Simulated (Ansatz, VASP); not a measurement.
# W in VASP and in Ansatz

```
W
1.0
     4.47401    0.00000    0.00000
    -2.23700    3.87460    0.00000
     0.00000    0.00000    2.74257
W
3
Direct
  0.00000 0.00000 0.00000
  0.33333 0.66667 0.50000
  0.66667 0.33333 0.50000
```

The cell was built by a generator and needn't be a form met in nature.

Alike in both runs: task relaxation of cell and atoms; functional RPBE; k mesh 8 × 8 × 11; occupations fermi-dirac, width 0.1 eV; no spin polarisation.

```csv
,VASP,Ansatz
version,VASP 6.6.1,Ansatz 0.2.0
potentials or method,"VASP PAW PBE potentials, release 64 (W_sv)","plane waves (420 eV) with PAW, scalar-relativistic"
plane-wave cutoff (eV),600,420
valence electrons in the cell,42,42
```

```tsv
	VASP	Ansatz	Ansatz less VASP
relaxed volume (Å³/atom)	16.80	16.77	-0.029
relaxed cell length with the largest relative difference (Å)	2.624	2.621	-0.0032
energy change over the relaxation (meV/atom)	-184	-181	+3.1
```

Caveats: the PAW data sets were made with another functional, which shifts forces and pressure a little (VASP). The runs have no spin-orbit coupling, so splittings on W are missing.
